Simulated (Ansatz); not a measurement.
TiSi: enthalpy against pressure

TiSi, Cmmm, a = 3.601 Å, b = 4.143 Å, c = 3.789 Å. The structure is a COD entry; whether it is the stable form wasn't checked. Ansatz: PBEsol, PAW, 420 eV, Γ-centred 10×6×10 mesh on 8 atoms, Gaussian smearing 0.10 eV; no spin polarisation. Cell and atoms are relaxed at each pressure, and no other structure is tried, so the rows at high pressure may lie past a change of phase. y is the enthalpy over the state at zero pressure; there V0 = 14.132 Å³/atom. The pressures are the targets, met within 0.04 GPa.

```tsv
P (GPa)	y (eV/atom)
-2.0	?
0.0	0.0000
2.0	0.1751
5.0	0.4333
10.0	0.8534
20.0	1.6603
```

Problem. Fit y = c1 P + c2 P² + c3 P³ to the other rows, say what c1 and c2 mean, and predict the missing value.

Solution. Least squares on the rows shown. y = 0.088111 P − 0.00029971 P² + 2.2446×10⁻⁶ P³. Since dH/dP = V, c1 is V0: 0.088111 eV/GPa × 160.2 = 14.115 Å³ against 14.132; c2 = −V0/(2B0) gives B0 = 147 GPa, where a Birch–Murnaghan fit to the volumes of the same runs (not shown) gives 137 GPa: a cubic over this range folds the higher terms into c2. At P = -2.0 the fit asked for gives -0.1774 eV/atom. The run gave -0.1777 eV/atom, so the fit is 0.0003 eV/atom too high, a small miss on the scale of the series.